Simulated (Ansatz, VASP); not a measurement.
VN: VASP beside Ansatz

```xyz
10
Lattice="2.8799 0.0000 0.0000 -1.4400 2.4941 0.0000 0.0000 0.0000 17.5816" Properties=species:S:1:pos:R:3 pbc="T T T"
N     0.0000    1.6627    3.5000
N     0.0000    0.0000    5.8515
N     1.4400    0.8314    8.2029
N     0.0000    1.6627   10.5544
N     0.0000    0.0000   12.9058
V     1.4400    0.8314    4.6757
V     0.0000    1.6627    7.0272
V     0.0000    0.0000    9.3786
V     1.4400    0.8314   11.7301
V     0.0000    1.6627   14.0816
```

Alike in both runs: task single point; functional PBEsol; k mesh 12 × 12 × 1; occupations gaussian, width 0.1 eV; no spin polarisation.

|  | VASP | Ansatz |
| --- | --- | --- |
| version | VASP 6.6.1 | Ansatz 0.2.0 |
| potentials or method | VASP PAW PBE potentials, release 64 (N, V_sv) | scalar-relativistic, plane waves, PAW |
| plane-wave cutoff (eV) | 520 | 420 |
| valence electrons in the cell | 90 | 90 |

Ansatz gave:

- gap on the k mesh at the Fermi level (eV): none
- rms of the force components (eV/Å): 1.151

Estimate VASP's values.

gap on the k mesh at the Fermi level (eV): none; rms of the force components (eV/Å): 1.146.

A gap of «none» marks a metal or a gap that the smearing closes. Ansatz warned: «vacuum_density_over_bound».

Caveats: the PAW data sets were made with another functional, which shifts forces and pressure a little (VASP); the run has no spin polarisation, though such a crystal can be magnetic.
